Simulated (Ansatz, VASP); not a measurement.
## InGa3As4: VASP beside Ansatz

The input INCAR:

```
PREC     = Accurate       # precision mode
ENCUT    = 520            # plane-wave cutoff, eV
EDIFF    = 1E-7           # SCF threshold, eV
ISMEAR   = 0              # smearing method
SIGMA    = 0.1            # smearing width, eV
LREAL    = F              # projectors in reciprocal space
LASPH    = T              # aspherical terms in the spheres
NELM     = 60             # most SCF steps
ALGO     = Normal         # electronic algorithm
ISIF     = 2              # what is computed and relaxed
LWAVE    = F              # write WAVECAR
LCHARG   = F              # write CHGCAR
GGA      = PE             # functional
NBANDS   = 46             # bands
```

File KPOINTS:

```
regular mesh
0
Gamma
  4 4 4
```

POSCAR

```
InGa3As4
1.0
    5.8577812000      0.0000000000      0.0000000000
    0.0000000000      5.8577812000      0.0000000000
    0.0000000000      0.0000000000      5.8577812000
In Ga As
1 3 4
Direct
    0.0000000000      0.0000000000      0.0000000000
    0.5000000000      0.0000000000      0.5000000000
    0.5000000000      0.5000000000      0.0000000000
    0.0000000000      0.5000000000      0.5000000000
    0.2593680000      0.7406320000      0.7406320000
    0.2593680000      0.2593680000      0.2593680000
    0.7406320000      0.7406320000      0.2593680000
    0.7406320000      0.2593680000      0.7406320000
```

Input for Ansatz:

```yaml
crystal:
  lattice:
    - [5.8577812, 0.0, 0.0]
    - [0.0, 5.8577812, 0.0]
    - [0.0, 0.0, 5.8577812]
  atoms:
    - { symbol: In, position: [0.0, 0.0, 0.0] }
    - { symbol: Ga, position: [0.5, 0.0, 0.5] }
    - { symbol: Ga, position: [0.5, 0.5, 0.0] }
    - { symbol: Ga, position: [0.0, 0.5, 0.5] }
    - { symbol: As, position: [0.259368, 0.740632, 0.740632] }
    - { symbol: As, position: [0.259368, 0.259368, 0.259368] }
    - { symbol: As, position: [0.740632, 0.740632, 0.259368] }
    - { symbol: As, position: [0.740632, 0.259368, 0.740632] }
basis:
  ecutwfc: 420
kpoints:
  mp_grid: { grid: [4, 4, 4] }
hamiltonian:
  xc: pbe
scf:
  occupations: { method: gaussian, width: 0.1 }
  lower_state_search: "off"
output:
  forces: true
  stress: true
  eigenvalues: true
```

Alike in both runs: task single point; functional PBE; k mesh 4 × 4 × 4; occupations gaussian, width 0.1 eV; no spin polarisation.

```csv
,VASP,Ansatz
version,VASP 6.6.1,Ansatz 0.2.0
potentials or method,"VASP PAW PBE potentials, release 64 (In_d, Ga_d, As)","scalar-relativistic, plane waves, PAW"
plane-wave cutoff (eV),520,420
valence electrons in the cell,72,112
```

Ansatz gave:

| Property | Result |
| --- | --- |
| gap on the k mesh at the Fermi level (eV) | none |
| pressure (GPa) | 0.1 |
| rms of the force components (eV/Å) | 0.003 |

Q: Which values does VASP return?

A: gap on the k mesh at the Fermi level (eV): none; pressure (GPa): 0.2; rms of the force components (eV/Å): 0.005.

Atom by atom the forces differ by 0.002 eV/Å (rms over components). A gap of «none» marks a metal or a gap that the smearing closes. With one functional, cell and mesh, what is left measures potentials, basis and numerics. The two sets of potentials don't hold the same shells in valence.
